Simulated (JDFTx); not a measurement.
# WC (Qusongite) in JDFTx: the effect of Hubbard term

WC (Qusongite):

```
W C
1.0
     2.90650    0.00000    0.00000
    -1.45325    2.51710    0.00000
     0.00000    0.00000    2.83660
W C
1 1
Direct
  0.00000 0.00000 0.00000
  0.66667 0.33333 0.50000
```

Alike in all runs:

```yaml
Program: JDFTx 1.7.0 (patched build)
Task: single point
Functional: PBE
Potentials_or_basis: PseudoDojo-SR-PBE-0.5-standard with smoothed tails
Cutoff: 1116 eV
Density_cutoff: 8925 eV
k_mesh: 10 × 10 × 9
Occupations: fermi-dirac, width 0.05 eV
Spin: no spin polarisation
Local_potential_set_to_-Z/r_beyond: 6 bohr
Bands: 15
Density_cutoff_over_wavefunction_cutoff: 8
Max_SCF_steps: 100
SCF_threshold_on_the_energy: 1e-09 Ha
Solver_of_the_electrons: scf
Further_solve_for_the_empty_bands: yes
```

| Hubbard term | pressure (GPa) |
| --- | --- |
| none | ? |
| W d U = 1 eV | 3.1 |
| W d U = 2 eV | 0.3 |
| W d U = 3 eV | -2.5 |
| W d U = 4 eV | -5.3 |
| W d U = 6 eV | -11.0 |
| W d U = 8 eV | -16.8 |

Problem. What does the run with Hubbard term none give?

Solution. Pressure 5.7 GPa.

Worked out: A straight line through the other rows of the pressure, of slope -2.84 GPa per eV, extrapolates to 6.0 GPa, against the run's 5.7.

Caveats: U without spin polarisation on a metal has little footing (some runs); the U is typed as a test and isn't derived for this compound (some runs).
